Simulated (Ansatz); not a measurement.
# CaSe (Fm-3m): phonons and vibrational spectra

Task: relax CaSe (Fm-3m), then find its harmonic phonons.

Main program and level: Ansatz 0.2.0; DFT PBE, scalar-relativistic, plane waves, PAW.

The database entry behind the starting cell differs from later determinations by our own check (0.1 to 0.3 % short, probably kX units), so it need not match the best structure at ambient conditions.

## (1) Starting point

Symmetry: Fm-3m, No. 225, cubic system. The conventional cell has a = 5.912 Å, b = 5.912 Å, c = 5.912 Å, α = 90.00°, β = 90.00°, γ = 90.00°. Nearest to Ca lie 6 Se at 2.96 Å. Se has 6 Ca at 2.96 Å nearest. Farther neighbours and most contacts between anions are not listed.

Coordinates:

```cif
data_structure
_symmetry_space_group_name_H-M 'P 1'
_symmetry_Int_Tables_number 1
_cell_length_a 4.1804
_cell_length_b 4.1804
_cell_length_c 4.1804
_cell_angle_alpha 60.000
_cell_angle_beta 60.000
_cell_angle_gamma 60.000
_cell_volume 51.66
loop_
_atom_site_label
_atom_site_type_symbol
_atom_site_fract_x
_atom_site_fract_y
_atom_site_fract_z
_atom_site_occupancy
Ca1 Ca 0.00000 0.00000 0.00000 1
Se2 Se 0.50000 0.50000 0.50000 1
```

## (2) Relaxation

Harmonic phonons are second derivatives at a point where the forces vanish, and they are wanted at zero stress, so atoms and cell are relaxed first.

Input file input.yaml:

```yaml
crystal:
  lattice:
    - [0.0, 2.956, 2.956]
    - [2.956, 0.0, 2.956]
    - [2.956, 2.956, 0.0]
  atoms:
    - { symbol: Ca, position: [0.0, 0.0, 0.0] }
    - { symbol: Se, position: [0.5, 0.5, 0.5] }
kpoints:
  mp_grid: { grid: [8, 8, 8] }
hamiltonian:
  xc: pbe
scf:
  occupations: { method: gaussian, width: 0.02 }
output:
  forces: true
  stress: true
  eigenvalues: true
relax:
  adjacent_minimum: "off"
  f_tol: 0.005
  max_steps: 80
  cell: { stress_tol: 0.05 }
```

Run with:

```
$ ansatz run input.yaml --threads 4 --pin off --max-ram 7168MiB --backend cpu --events-out ev --progress --plain --runs-dir out
```

Numbers of over 12 decimals in the logs are rounded to 6 here.

Log:

```text
Engine: ansatz 0.2.0, aarch64-unknown-linux-gnu
Pseudopotentials: kind: paw
Pseudopotential: Ca, paw, valence charge 10, recommended cutoff 420 eV (normal), Ca.paw.azcp
Pseudopotential: Se, paw, valence charge 16, recommended cutoff 420 eV (normal), Se.paw.azcp
Functional definition: PBE
  parameter kappa = 0.804
  parameter beta = 0.066725
  exchange = pbe_x(kappa = kappa, mu = beta*pi^2/3)
  correlation = pbe_c(beta = beta)
Crystal: 2 atoms, lattice volume = 51.659 Å³
Basis set: ecut = 420 eV, 965 PW (Γ), exchange–correlation on 60×60×60 points (8 copies of the dense FFT grid, shifted against one another)
Bands: 17, of which v1, the nominal top of the filled ones, is band 13 counted from 1 (12 counted from 0)
Symmetry: 48 space group operations
Space group: Fm-3m (ITA 225), of the structure as read, at distance tolerance 3.7e-5 Å
k-points: 29 of 512
Non-local potential: Ca, projectors of the file, l = 0: 3, l = 1: 2, l = 2: 2
Non-local potential: Se, projectors of the file, l = 0: 2, l = 1: 2, l = 2: 3, l = 3: 1
PAW form: soft (Blöchl's): semilocal exchange-correlation on the pseudo side does not see the compensation charge
PAW one-centre angular grid: Ca, 110 points (default); XC on 64 Gauss nodes
PAW one-centre angular grid: Se, 590 points (default); XC on 64 Gauss nodes
Initial density: superposition of atomic densities (neutral atoms: chi_scale 0, normalization atom), corrected by the library's trained network
Initial wavefunctions: pseudopotential atomic-orbital guess
Functional: x = pbe(κ = 0.804, μ = 0.219515), c = pbe(β = 0.066725)
SCF iter   1: F=—  HF=-7289.998744 eV  |F-HF|=—  |Δ(HF+E_count)|=         —  Δρ=5.42e-4  dr2=1.51e-4  ethr=1.77e-3  ⟨swp⟩=7.5  Hψ=2916  notcnv=0
preconditioner: auto → none  [insulator: Δε(μ)=2.020 eV  Ē_g=8.905 eV  σ=0.020 eV  W_gap=1.00  n_scr=14 (ndim 8)  ℏωp=14.6 eV  f_vac=0.000  D(μ)=0.00/eV (n_scr^D=0)  ε∞_Penn≈3.7]
SCF iter   2: F=—  HF=-7289.998671 eV  |F-HF|=—  |Δ(HF+E_count)|=   7.28e-5  Δρ=3.28e-4  dr2=1.05e-4  ethr=5.82e-7  ⟨swp⟩=2.1  Hψ=1126  notcnv=0
SCF iter   3: F=—  HF=-7289.998685 eV  |F-HF|=—  |Δ(HF+E_count)|=   1.38e-5  Δρ=2.33e-4  dr2=4.03e-5  ethr=4.03e-7  ⟨swp⟩=2.0  Hψ=961  notcnv=0
SCF iter   4: F=—  HF=-7289.998674 eV  |F-HF|=—  |Δ(HF+E_count)|=   1.08e-5  Δρ=5.66e-5  dr2=1.33e-6  ethr=1.55e-7  ⟨swp⟩=2.8  Hψ=800  notcnv=0
iter 5 did not close the SCF: its close was put off for the readings that it lacked (scf_convergence_deferred on its scf_iter line)
SCF iter   5: F=-7289.998675 eV  HF=-7289.998675 eV  |F-HF|=5.31e-8  |Δ(HF+E_count)|=   1.15e-6  Δρ=7.07e-6  dr2=3.36e-8  ethr=5.12e-9  ⟨swp⟩=2.0  Hψ=685  notcnv=0
SCF iter   6: F=-7289.998675 eV  HF=-7289.998675 eV  |F-HF|=9.03e-9  |Δ(HF+E_count)|=   1.35e-8  Δρ=3.03e-6  dr2=9.73e-9  ethr=1.29e-10  ⟨swp⟩=2.0  Hψ=1776  notcnv=0
SCF 1 converged in 6 iterations: F = -7289.998675 eV  dr2 = 9.73e-9
  greatest PAW one-centre occupation: 1.000 electrons in one spin orbital (limit 2), on the Se atom at site 1 (counted from 0), in its partial waves of l = 2
relax step   1: F+E_penalty+E_count = -7289.99867511 eV  Δ(F+E_penalty+E_count) = +0.000e0 eV  max|allowed force component| = 1.430e-30 eV/Å  Δτ_max = 0.0000 Å  P = +1.170 GPa  Ω = 51.659 Å³  (6 SCF iters, dr2 threshold 1.00e-7 eV, accepted)
Crystal: 2 atoms, lattice volume = 53.330 Å³
Basis set: ecut = 420 eV, 1037 PW (Γ), exchange–correlation on 60×60×60 points (8 copies of the dense FFT grid, shifted against one another)
Initial density: handed on by an earlier stage of this run
Initial wavefunctions: those handed on with the density
iter 1 solved again at ethr=1.34e-5 eV; its pass at ethr=3.10e-3 eV (dr2=3.50e-3 eV) is discarded
SCF iter   1: F=—  HF=-7290.003662 eV  |F-HF|=—  |Δ(HF+E_count)|=         —  Δρ=1.73e-3  dr2=3.49e-3  ethr=1.34e-5  ⟨swp⟩=1.2  Hψ=3081  notcnv=0
preconditioner: auto → none  [insulator: Δε(μ)=2.160 eV  Ē_g=8.848 eV  σ=0.020 eV  W_gap=1.00  n_scr=14 (ndim 8)  ℏωp=14.4 eV  f_vac=0.003  D(μ)=0.00/eV (n_scr^D=0)  ε∞_Penn≈3.6]
SCF iter   2: F=—  HF=-7290.002454 eV  |F-HF|=—  |Δ(HF+E_count)|=   1.21e-3  Δρ=7.42e-4  dr2=3.17e-4  ethr=1.34e-5  ⟨swp⟩=2.6  Hψ=834  notcnv=0
SCF iter   3: F=—  HF=-7290.002388 eV  |F-HF|=—  |Δ(HF+E_count)|=   6.60e-5  Δρ=3.22e-4  dr2=4.98e-5  ethr=1.22e-6  ⟨swp⟩=2.0  Hψ=870  notcnv=0
SCF iter   4: F=—  HF=-7290.002399 eV  |F-HF|=—  |Δ(HF+E_count)|=   1.10e-5  Δρ=6.27e-5  dr2=2.75e-6  ethr=1.91e-7  ⟨swp⟩=2.2  Hψ=650  notcnv=0
SCF iter   5: F=-7290.002400 eV  HF=-7290.002400 eV  |F-HF|=6.38e-8  |Δ(HF+E_count)|=   5.30e-7  Δρ=1.39e-5  dr2=5.02e-8  ethr=7.69e-10  ⟨swp⟩=2.9  Hψ=2058  notcnv=0
SCF 2 converged in 5 iterations: F = -7290.002400 eV  dr2 = 5.02e-8
relax step   2: F+E_penalty+E_count = -7290.00239964 eV  Δ(F+E_penalty+E_count) = -3.725e-3 eV  max|allowed force component| = 8.875e-31 eV/Å  Δτ_max = 0.0000 Å  P = -0.401 GPa  Ω = 53.330 Å³  energy of the carried Pulay correction = -6.947e-5 eV  (5 SCF iters, dr2 threshold 2.00e-7 eV, accepted)
Crystal: 2 atoms, lattice volume = 52.893 Å³
iter 1 solved again at ethr=9.31e-7 eV; its pass at ethr=3.10e-3 eV (dr2=2.42e-4 eV) is discarded
SCF iter   1: F=—  HF=-7290.003069 eV  |F-HF|=—  |Δ(HF+E_count)|=         —  Δρ=4.39e-4  dr2=2.26e-4  ethr=9.31e-7  ⟨swp⟩=2.0  Hψ=2934  notcnv=0
preconditioner: auto → none  [insulator: Δε(μ)=2.069 eV  Ē_g=8.802 eV  σ=0.020 eV  W_gap=1.00  n_scr=14 (ndim 8)  ℏωp=14.4 eV  f_vac=0.000  D(μ)=0.00/eV (n_scr^D=0)  ε∞_Penn≈3.7]
SCF iter   2: F=—  HF=-7290.002988 eV  |F-HF|=—  |Δ(HF+E_count)|=   8.11e-5  Δρ=1.90e-4  dr2=1.96e-5  ethr=8.71e-7  ⟨swp⟩=2.0  Hψ=808  notcnv=0
SCF iter   3: F=—  HF=-7290.002986 eV  |F-HF|=—  |Δ(HF+E_count)|=   1.52e-6  Δρ=8.17e-5  dr2=3.03e-6  ethr=7.54e-8  ⟨swp⟩=2.1  Hψ=856  notcnv=0
SCF iter   4: F=-7290.002986 eV  HF=-7290.002986 eV  |F-HF|=4.51e-8  |Δ(HF+E_count)|=   3.61e-7  Δρ=1.44e-5  dr2=1.49e-7  ethr=7.69e-10  ⟨swp⟩=2.9  Hψ=1894  notcnv=0
SCF 3 converged in 4 iterations: F = -7290.002986 eV  dr2 = 1.49e-7
relax step   3: F+E_penalty+E_count = -7290.00298640 eV  Δ(F+E_penalty+E_count) = -5.868e-4 eV  max|allowed force component| = 1.972e-30 eV/Å  Δτ_max = 0.0000 Å  P = -0.014 GPa  Ω = 52.893 Å³  energy of the carried Pulay correction = -5.154e-5 eV  (4 SCF iters, dr2 threshold 2.00e-7 eV, accepted)
Initial wavefunctions: pseudopotential atomic-orbital guess (no wavefunctions were taken with the density)
iter 1 solved again at ethr=4.53e-7 eV; its pass at ethr=3.10e-3 eV (dr2=1.18e-4 eV) is discarded
SCF iter   1: F=—  HF=-7289.999843 eV  |F-HF|=—  |Δ(HF+E_count)|=         —  Δρ=5.75e-4  dr2=5.14e-6  ethr=4.53e-7  ⟨swp⟩=2.3  Hψ=3985  notcnv=0
preconditioner: auto → none  [insulator: Δε(μ)=2.086 eV  Ē_g=8.819 eV  σ=0.020 eV  W_gap=1.00  n_scr=14 (ndim 8)  ℏωp=14.4 eV  f_vac=0.001  D(μ)=0.00/eV (n_scr^D=0)  ε∞_Penn≈3.7]
SCF iter   2: F=—  HF=-7290.002268 eV  |F-HF|=—  |Δ(HF+E_count)|=   2.43e-3  Δρ=2.87e-4  dr2=1.35e-6  ethr=1.98e-8  ⟨swp⟩=2.0  Hψ=620  notcnv=0
SCF iter   3: F=—  HF=-7290.002895 eV  |F-HF|=—  |Δ(HF+E_count)|=   6.27e-4  Δρ=1.24e-4  dr2=1.95e-7  ethr=5.19e-9  ⟨swp⟩=2.4  Hψ=733  notcnv=0
SCF iter   4: F=—  HF=-7290.003035 eV  |F-HF|=—  |Δ(HF+E_count)|=   1.41e-4  Δρ=1.18e-5  dr2=4.52e-9  ethr=7.50e-10  ⟨swp⟩=2.6  Hψ=867  notcnv=0
SCF iter   5: F=—  HF=-7290.003037 eV  |F-HF|=—  |Δ(HF+E_count)|=   1.21e-6  Δρ=1.20e-6  dr2=4.36e-10  ethr=1.74e-11  ⟨swp⟩=2.0  Hψ=867  notcnv=0
SCF iter   6: F=-7290.003037 eV  HF=-7290.003037 eV  |F-HF|=1.91e-11  |Δ(HF+E_count)|=   6.31e-9  Δρ=1.37e-7  dr2=1.27e-11  ethr=1.00e-12  ⟨swp⟩=4.0  Hψ=2259  notcnv=0
SCF 4 converged in 6 iterations: F = -7290.003037 eV  dr2 = 1.27e-11
relax step   4: F+E_penalty+E_count = -7290.00303664 eV  Δ(F+E_penalty+E_count) = -5.024e-5 eV  max|allowed force component| = 1.315e-30 eV/Å  Δτ_max = 0.0000 Å  P = -0.015 GPa  Ω = 52.893 Å³  stress off target by 1.46e-2 GPa  SCF on the basis re-selected at this cell (its energy is not comparable with the rows above)  (6 SCF iters)
basis re-selected at this cell: Δ(F+E_penalty+E_count) = -5.024e-5 eV, ΔP = -0.000 GPa vs the last step (what re-selecting the basis moved, of the pressure what is left beyond the Pulay correction that the steps carried, after the strain that the cell walked since its last selection, with what the two solves' SCF thresholds leave and, on support functions, any second-order correction that the steps lacked; it is no m [...]
SCF converged after 6 iterations
Free energy (F): -7290.003037 eV
Harris-Foulkes:  -7290.003037 eV  (|F-HF|=1.91e-11)
Internal energy: -7290.003037 eV  (E = F + TS)
E sigma→0 (E₀):  -7290.003037 eV
Fermi energy:    7.868066 eV
--- Per-component energies (eV) ---
  E_band       = -517.367874
  E_kinetic    = 398.050074
  E_local      = -3232.189946  (includes V_loc(G=0)·N_el)
  E_nonlocal   = -533.225045
  E_hartree    = 1482.951725
  E_xc         = -243.012487
  E_vxc        = -271.445579  (∫ρ·V_xc dr)
  E_paw        = -2769.062059  (= ΣΔE_a)
  E_vpaw       = 155.539609  (= ΣTr[D̂ρ^β])
  E_aug_tail   = -0.000590  (compensation charges beyond the density's cutoff)
  E_ewald      = -2393.514709
  E_smearing   = -0.000000  (= −TS)
  E_closure    = 0.000000  (closes the sum)
  Σ components = -7290.003037   (vs F -7290.003037, Δ=0.00e0)
--- Forces (eV/Å), atoms counted from 1 ---
  atom   1  Ca    -0.00000000     0.00000000     0.00000000
  atom   2  Se    -0.00000000     0.00000000     0.00000000
  max |Σ_I F_I| component: 1.53e-29 eV/Å
--- Stress (GPa, compression-positive) ---
       -0.014610      -0.000000      -0.000000
       -0.000000      -0.014610      -0.000000
       -0.000000       0.000000      -0.014610
  P = ⅓ Tr σ = -0.0146 GPa (-0.146 kbar)
--- Band table (eV; the first three rows and the last of 29) ---
  k-point 0: bands = [... 9 lower, -4.8962, 6.8262, 6.8262, 6.8262, 10.0559, 10.5437, 10.5437, 10.5437]
  k-point 1: bands = [... 9 lower, -4.8090, 6.0771, 6.5985, 6.5985, 10.4067, 10.7484, 10.7484, 11.0606]
  k-point 2: bands = [... 9 lower, -4.5882, 4.8735, 6.1579, 6.1579, 10.5372, 11.2484, 11.2484, 12.4340]
  k-point 28: bands = [... 9 lower, -4.2628, 4.8977, 4.8977, 5.2041, 11.2098, 11.2098, 12.0139, 12.4772]
--- Relaxed structure (3 steps of the walk, 3 accepted, 1 SCFs on fresh bases) ---
  F+E_penalty+E_count = -7290.00303664 eV   max|allowed force component| = 1.315e-30 eV/Å   (the final SCF, on the basis selected at the relaxed cell)
  cell:  # Å, volume = 52.8934 Å³
    - [0, 2.979366, 2.979366]
    - [2.979366, 0, 2.979366]
    - [2.979366, 2.979366, 0]
  atoms:
    - { symbol: Ca, position: [0, 0, 0] }
    - { symbol: Se, position: [0.500000, 0.500000, 0.500000] }
```

It took 2.3 s on 4 threads of Arm Neoverse V1, shared host; peak memory 0.34 GiB.

Relaxation path:

| step | energy less that of the first step (eV) | largest force component (eV/Å) | pressure (GPa) | volume (Å³) |
| --- | --- | --- | --- | --- |
| 1 | 0.0000 | 0.0000 | 1.17 | 51.66 |
| 2 | -0.0037 | 0.0000 | -0.40 | 53.33 |
| 3 | -0.0043 | 0.0000 | -0.01 | 52.89 |
| 4* | -0.0044 | 0.0000 | -0.01 | 52.89 |

Relaxation steps marked * repeat the geometry before them on a plane-wave basis chosen anew for their cell, so energy and pressure can jump there.

Forces are held to the 48 operations that the run works with; a distortion that breaks them can't arise in this run.

| conventional cell, symmetrised | before | after | change |
| --- | --- | --- | --- |
| a (Å) | 5.912 | 5.959 | +0.8 % |
| b (Å) | 5.912 | 5.959 | +0.8 % |
| c (Å) | 5.912 | 5.959 | +0.8 % |
| volume (Å³/atom) | 25.83 | 26.45 | +2.4 % |

The relaxed structure:

```
Ca Se
1.0
     0.00000    2.97937    2.97937
     2.97937    0.00000    2.97937
     2.97937    2.97937    0.00000
Ca Se
1 1
Direct
  0.00000 0.00000 0.00000
  0.50000 0.50000 0.50000
```

This step gave:

```yaml
pressure: -0.01461 GPa
gap_on_the_k_mesh: 2.084 eV
volume_per_atom: 26.45 Å³
direct_gap_on_mesh: 2.996 eV
```

In this step the volume went from 25.83 to 26.45 Å³/atom.

## (3) Tight relaxation

Phonons need a cell at rest on their own settings, so the relaxation is repeated with tight tolerances on forces and stress on the k mesh and occupations of the first response run.

input.yaml, the sections that differ from step 2:

```yaml
crystal:
  lattice:
    - [0.0, 2.9793658347, 2.9793658347]
    - [2.9793658347, 0.0, 2.9793658347]
    - [2.9793658347, 2.9793658347, 0.0]
  atoms:
    - { symbol: Ca, position: [0.0, 0.0, 0.0] }
    - { symbol: Se, position: [0.5, 0.5, 0.5] }
scf:
  occupations: { method: fixed }
relax:
  adjacent_minimum: "off"
  f_tol: 0.001
  max_steps: 60
  cell: { stress_tol: 0.01 }
# kpoints, hamiltonian, output: as in step 2
```

Log:

```text
[...]
Crystal: 2 atoms, lattice volume = 52.893 Å³
Basis set: ecut = 420 eV, 1037 PW (Γ), exchange–correlation on 60×60×60 points (8 copies of the dense FFT grid, shifted against one another)
Bands: 17, of which v1, the nominal top of the filled ones, is band 13 counted from 1 (12 counted from 0)
Symmetry: 48 space group operations
[...]
k-points: 29 of 512
[...]
k-point 28: bands = [... 9 lower, -4.2590, 4.9013, 4.9013, 5.2077, 11.2148, 11.2148, 12.0196, 12.4833]
--- Relaxed structure (2 steps of the walk, 2 accepted, 1 SCFs on fresh bases) ---
[...]
cell:  # Å, volume = 52.8721 Å³
    - [0, 2.978966, 2.978966]
    - [2.978966, 0, 2.978966]
    - [2.978966, 2.978966, 0]
  atoms:
    - { symbol: Ca, position: [0, 0, 0] }
    - { symbol: Se, position: [0.5, 0.5, 0.5] }
[key lines of the parts left out:]
SCF converged after 5 iterations
Free energy (F): -7290.003036 eV
Fermi energy:    6.830708 eV
P = ⅓ Tr σ = 0.0047 GPa (0.047 kbar)
```

Run time: 1.7 s. Hardware: 4 threads; peak memory 0.34 GiB; 5.4 s of CPU time.

Little changed from the start: no atom moved by 0.005 Å and no cell edge by 0.1 %.

This step gave:

| Quantity | Value |
| --- | --- |
| pressure | 0.004668 GPa |
| gap on the k-mesh | 2.083 eV |
| volume per atom | 26.44 Å³ |
| direct gap on mesh | 2.995 eV |

The forces vanish by symmetry and the pressure is 0.005 GPa, within the tolerances set. The cell now holds 26.44 Å³/atom.

(Continued in part 2 of 3.)

[Logs are printed without paths, hosts, clocks, repeated set-up lines and the standing remarks that a program may print on its own settings, such as how far it seeks lower states.]

[Hosts, paths, dates, database ids (printed as entryN), source tags and the programs' standing remarks are cut or masked in the printed files.]
